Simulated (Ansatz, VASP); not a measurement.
**Two plane-wave programs on Be4Te**

INCAR

```
SYSTEM = Be4Te
  ALGO = Normal
  EDIFF = 1E-6
  ENCUT = 520
  GGA = PE
  ISIF = 2
  ISMEAR = 0
  LASPH = .True.
  LCHARG = .False.
  LREAL = .False.
  LWAVE = .False.
  NBANDS = 15
  NELM = 100
  PREC = Accurate
  SIGMA = 0.1
```

Contents of KPOINTS:

```
k-points
0
Gamma
  6 6 6
  0 0 0
```

POSCAR

```
Be4Te
1.0
   -2.5558733900      2.5558733900      2.5558733900
    2.5558733900     -2.5558733900      2.5558733900
    2.5558733900      2.5558733900     -2.5558733900
Be Te
4 1
Direct
    0.5535226300      0.5535226300      0.5535226300
    0.0000000000      0.0000000000      0.4464773700
    0.0000000000      0.4464773700      0.0000000000
    0.4464773700      0.0000000000      0.0000000000
    0.0000000000      0.0000000000      0.0000000000
```

Input for Ansatz:

```yaml
crystal:
  lattice:
    - [-2.55587339, 2.55587339, 2.55587339]
    - [2.55587339, -2.55587339, 2.55587339]
    - [2.55587339, 2.55587339, -2.55587339]
  atoms:
    - { symbol: Be, position: [0.55352263, 0.55352263, 0.55352263] }
    - { symbol: Be, position: [0.0, 0.0, 0.44647737] }
    - { symbol: Be, position: [0.0, 0.44647737, 0.0] }
    - { symbol: Be, position: [0.44647737, 0.0, 0.0] }
    - { symbol: Te, position: [0.0, 0.0, 0.0] }
basis:
  ecutwfc: 420
kpoints:
  mp_grid: { grid: [6, 6, 6] }
hamiltonian:
  xc: pbe
scf:
  occupations: { method: gaussian, width: 0.1 }
  lower_state_search: "off"
output:
  forces: true
  stress: true
  eigenvalues: true
```

Alike in both runs: task single point; functional PBE; k mesh 6 × 6 × 6; occupations gaussian, width 0.1 eV; no spin polarisation.

|  | VASP | Ansatz |
| --- | --- | --- |
| version | VASP 6.6.1 | Ansatz 0.2.0 |
| potentials or method | VASP PAW PBE potentials, release 64 (Be, Te) | scalar-relativistic, plane waves, PAW |
| plane-wave cutoff (eV) | 520 | 420 |
| valence electrons in the cell | 14 | 24 |

Ansatz gave:

* gap on the k mesh at the Fermi level (eV): none
* rms of the force components (eV/Å): 3.031

Problem. What did VASP give for the same quantities?

Solution. gap on the k mesh at the Fermi level (eV): none; rms of the force components (eV/Å): 3.072.

Atom by atom the forces differ by 0.041 eV/Å (rms over components). A gap of «none» marks a metal or a gap that the smearing closes. With one functional, cell and mesh, what is left measures potentials, basis and numerics. The two sets of potentials don't hold the same shells in valence.

Caveats: forces of over 1 eV/Å show positions far from the minimum, so gaps and moduli don't describe the material at rest. The runs have no spin-orbit coupling, so splittings on Te are missing.
